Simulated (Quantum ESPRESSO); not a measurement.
# MnO2 under changes of volume

One of the cells (10.800 Å³/atom); the others are scaled copies at fixed shape and fractional positions:

```xyz
3
Lattice="1.4284 0.8247 4.5839 -1.4284 0.8247 4.5839 0.0000 -1.6494 4.5839" Properties=species:S:1:pos:R:3 pbc="T T T"
Mn    0.0000    0.0000    0.0000
O     0.0000    0.0000   10.1163
O     0.0000    0.0000    3.6355
```

Measurements of this composition are mostly on another form, of space group No. 136.

- Program: Quantum ESPRESSO 7.5
- Functional: PBEsol
- Potentials or basis: GBRV 1.5 PBEsol
- Cutoff: 612 eV
- Density cutoff: 4898 eV
- k mesh: 11 × 11 × 11
- Occupations: fermi-dirac, width 0.05 eV
- Spin: collinear spin, ferromagnetic start
- Starting moments: [4.0, 0.0, 0.0] μB

```tsv
volume (Å³/atom)	energy over the lowest point (meV/atom)	pressure (GPa)	gap on the mesh (eV)	largest force (eV/Å)
10.152	22.02	12.7	0.54	0.854
10.368	8.18	7.4	0.62	0.502
10.584	1.10	2.7	0.70	0.177
10.800	0.00	-1.5	0.77	0.120
11.016	?	?	?	?
11.232	13.41	-8.6	0.92	0.645
11.448	26.75	-11.6	0.98	0.876
```

What does the run at 11.016 Å³/atom give?

Energy over the lowest point 4.34 meV/atom; pressure -5.2 GPa; gap on the mesh 0.85 eV; largest force 0.394 eV/Å.

Worked out: A Birch-Murnaghan fit of order 3 (a polynomial in V^(-2/3)) to the other rows has its minimum at 10.73 Å³/atom with B0 = V·E''(V) = 205 GPa and B' = 4.7 at fixed shape and positions, which overstates the stiffness. It gives 4.31 meV/atom at 11.016 Å³/atom, against the run's 4.34, and -dE/dV = -5.0 GPa, against -5.2. A straight line through the other rows of the gap, of slope 3.68 eV per unit of ln V, gives 0.84 eV, against the run's 0.85.

Energies are extrapolated to zero smearing.

Caveats: an odd mesh through Γ misses points on the zone boundary, where band edges often lie; a cell with one magnetic atom can't hold antiferromagnetic order, which such compounds often take.
